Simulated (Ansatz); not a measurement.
Crystal: EuO.

```
CELL_PARAMETERS angstrom
0.00000 2.57195 2.57195
2.57195 0.00000 2.57195
2.57195 2.57195 0.00000
ATOMIC_POSITIONS crystal
Eu 0.00000 0.00000 0.00000
O 0.50000 0.50000 0.50000
```

A run of Ansatz 0.2.0 on this cell left the log below. Logs are shortened: lines on timing, memory, paths and dates and some standing lists are left out, and cuts for length are marked.

```text
Warning: the band count 18 (scf.n_extra_bands) hosts the net moment |M| = 7.0000 μB (N_el = 23) but caps the reachable moment at 2·n_bands − N_el = 13.0000 μB, below the 19 bands that the automatic rule leaves for it — a moment growing past the seed, or the majority channel's smearing tail, pins there with fewer empty majority states than that count leaves; raise or omit scf.n_extra_bands unless the cap is intended
Warning: RAYON_NUM_THREADS=2 ignored (pool sized by the plan → 2); use --threads N
scf.n_extra_bands = 6 over 12 filled bands (N_el = 23.0): the run solves 18 bands
Engine: ansatz 0.2.0, aarch64-unknown-linux-gnu
Pseudopotentials: kind: paw
Pseudopotential: Eu, paw, valence charge 17, recommended cutoff 420 eV (normal), Eu.paw.azcp
Pseudopotential: O, paw, valence charge 6, recommended cutoff 420 eV (normal), O.paw.azcp
Functional definition: RPBE
  parameter kappa = 0.804
  parameter beta = 0.06672455060314922
  exchange = rpbe_x(kappa = kappa, mu = beta*pi^2/3)
  correlation = pbe_c(beta = beta)
Crystal: 2 atoms, lattice volume = 34.027 Å³
Basis set: ecut = 420 eV, 645 PW (Γ), exchange–correlation on 50×50×50 points (8 copies of the dense FFT grid, shifted against one another)
Bands: 18, of which v1, the nominal top of the filled ones, is band 12 counted from 1 (11 counted from 0)
Symmetry: 48 space group operations
Space group: Fm-3m (ITA 225), of the structure as read, at distance tolerance 3.2e-5 Å
Magnetic group: BNS 225.116 (UNI 1618), of the structure as read, at distance tolerance 3.2e-5 Å
k-points: 35 of 729
Non-local potential: Eu, projectors of the file, l = 0: 3, l = 1: 2, l = 2: 2, l = 3: 3
Non-local potential: O, projectors of the file, l = 0: 2, l = 1: 2, l = 2: 1
PAW form: soft (Blöchl's): semilocal exchange-correlation on the pseudo side does not see the compensation charge
PAW frozen core: Eu, regenerated for the run's functional, and the local potential with it (the file was generated under x = pbe(κ = 0.804, μ = 0.2195149727645171), c = pbe(β = 0.06672455060314922))
PAW frozen core: O, regenerated for the run's functional, and the local potential with it (the file was generated under x = pbe(κ = 0.804, μ = 0.2195149727645171), c = pbe(β = 0.06672455060314922))
PAW one-centre angular grid: Eu, 590 points (default); XC on 64 Gauss nodes
PAW one-centre angular grid: O, 110 points (default); XC on 64 Gauss nodes
Initial density: superposition of atomic densities (chi_scale 0.1, normalization cell)
[... 18 lines left out ...]
SCF iter  12: F=-9349.483689 eV  HF=-9349.483689 eV  |F-HF|=5.54e-9  |Δ(HF+E_count)|=   1.04e-7  Δρ=5.01e-6 (↑5.01e-6 ↓1.79e-6)  dr2=5.73e-9  dr2_m=2.78e-9  M=6.992 μB ∫|m|=7.210 μB  ethr=2.89e-10  ⟨swp⟩=6.3  Hψ=5660  notcnv=0
SCF 1 converged in 12 iterations: F = -9349.483689 eV  dr2 = 5.73e-9
  greatest PAW one-centre occupation: 1.000 electrons in one spin orbital (limit 2), on the Eu atom at site 0 (counted from 0), in its partial waves of l = 0
NSCF: frozen V_eff on 142 k-points
SCF converged after 12 iterations
Magnetization: 6.9917 μB (14.9959 up, 8.0041 down)
Absolute magnetization: 7.2105 μB (∫|ρ↑−ρ↓|, with the PAW one-centre terms)
Spin contamination: 0.0171 ħ² per cell (⟨S²⟩ above its minimum at these occupations)
Per-site moments (μB) at R_I (Å): [(6.633244312615108, 1.0609293750000002), (-0.0929573723272988, 1.0609293750000002)]
Free energy (F): -9349.483689 eV
Harris-Foulkes:  -9349.483689 eV  (|F-HF|=5.54e-9)
Internal energy: -9349.474048 eV  (E = F + TS)
E sigma→0 (E₀):  -9349.478868 eV
Entropy (-TS):   -0.009641 eV (-4.820 meV/atom)
Fermi energy:    14.251017 eV
--- Per-component energies (eV) ---
  E_band       = 65.439011
  E_kinetic    = 531.638984
  E_local      = -1949.365274  (includes V_loc(G=0)·N_el)
  E_nonlocal   = 513.081550
  E_hartree    = 761.533019
  E_xc         = -255.438589
  E_vxc        = -301.901728  (∫ρ·V_xc dr)
  E_paw        = -6553.981621  (= ΣΔE_a)
  E_vpaw       = -251.079578  (= ΣTr[D̂ρ^β])
  E_aug_tail   = 0.002377  (compensation charges beyond the density's cutoff)
  E_ewald      = -2396.794917
  E_core_change = -0.149577  (= ΣΔE_core)
  E_smearing   = -0.009641  (= −TS)
  E_closure    = -0.000000  (closes the sum)
  Σ components = -9349.483689   (vs F -9349.483689, Δ=0.00e0)
--- Forces (eV/Å), atoms counted from 1 ---
  atom   1  Eu    -0.00000000     0.00000000     0.00000000
  atom   2  O      0.00000000    -0.00000000    -0.00000000
  max |Σ_I F_I| component: 2.98e-29 eV/Å
--- Stress (GPa, compression-positive) ---
       -0.560124       0.000000      -0.000000
        0.000000      -0.560124       0.000000
       -0.000000       0.000000      -0.560124
  P = ⅓ Tr σ = -0.5601 GPa (-5.601 kbar)
--- Band table (eV; the first three rows and the last of 70) ---
  k-point 0 ↑: bands = ["-27.3273", "-5.7198", "-5.7198", "-5.7198", "-4.5735", "10.3836", "10.3836", "10.3836", "13.5424", "13.8611", "13.9494", "13.9494", "13.9494", "14.2566", "14.2566", "14.2566", "15.8890", "15.8890"]
  k-point 1 ↑: bands = ["-27.3168", "-6.0733", "-5.7301", "-5.7301", "-4.2479", "9.9963", "10.2462", "10.2462", "13.5297", "13.9032", "13.9032", "13.9504", "14.0904", "14.1795", "14.1795", "14.5563", "15.9160", "16.1765"]
  k-point 2 ↑: bands = ["-27.2900", "-6.6454", "-5.7560", "-5.7560", "-3.7471", "9.2584", "9.9222", "9.9222", "13.5267", "13.8166", "13.8166", "13.9528", "13.9971", "14.0499", "14.0499", "15.8807", "16.0516", "16.9099"]
  k-point 34 ↓: bands = ["-24.0763", "-5.4150", "-4.0178", "-4.0056", "-2.7959", "9.3984", "10.1978", "10.3101", "16.3056", "17.1873", "18.4557", "18.4724", "18.5985", "18.6582", "18.6783", "19.0164", "19.1585", "19.6650"]
```

Q: What input gives this log?

A: Band structure with RPBE, collinear spin, ferromagnetic start. The files as run (others can give the same):

input.yaml
```yaml
crystal:
  lattice:
    - [0.0, 2.57195, 2.57195]
    - [2.57195, 0.0, 2.57195]
    - [2.57195, 2.57195, 0.0]
  atoms:
    - { symbol: Eu, position: [0.0, 0.0, 0.0], spin: 7.0 }
    - { symbol: O, position: [0.5, 0.5, 0.5] }
hamiltonian:
  xc: rpbe
  pseudopotentials: { kind: paw }
magnetization:
  spin_polarized: true
kpoints:
  mp_grid: { grid: [9, 9, 9] }
  band_path:
    path:
      - [[0.0, 0.0, 0.0], [0.5, 0.0, 0.5], [0.5, 0.25, 0.75], [0.375, 0.375, 0.75], [0.0, 0.0, 0.0], [0.5, 0.5, 0.5], [0.625, 0.25, 0.625], [0.5, 0.25, 0.75], [0.5, 0.5, 0.5], [0.375, 0.375, 0.75]]
      - [[0.625, 0.25, 0.625], [0.5, 0.0, 0.5]]
    npoints: 14
scf:
  occupations: { method: fermi_dirac, width: 0.05 }
  n_extra_bands: 6
output:
  forces: true
  stress: true
  eigenvalues: true
  fatbands: false
```

Potentials or basis: Ansatz PAW.
Run with:
```bash
$ ansatz run input.yaml --threads 2 --pin off --max-ram 5632MiB --backend cpu --events-out ev --progress --plain --runs-dir out
```

Caveat: the pressure holds a Pulay correction of +0.4 GPa for the finite cutoff; spin-orbit coupling is left out, which moves the levels of the heavy elements; a cell with one magnetic atom can't hold antiferromagnetic order, which such compounds often take; without U or exact exchange the open f shell lies at the Fermi level, which spoils levels, moments and volumes; the PAW data sets come from PBE, with cores solved anew for the run's functional, which leaves a small shift of forces and pressure.
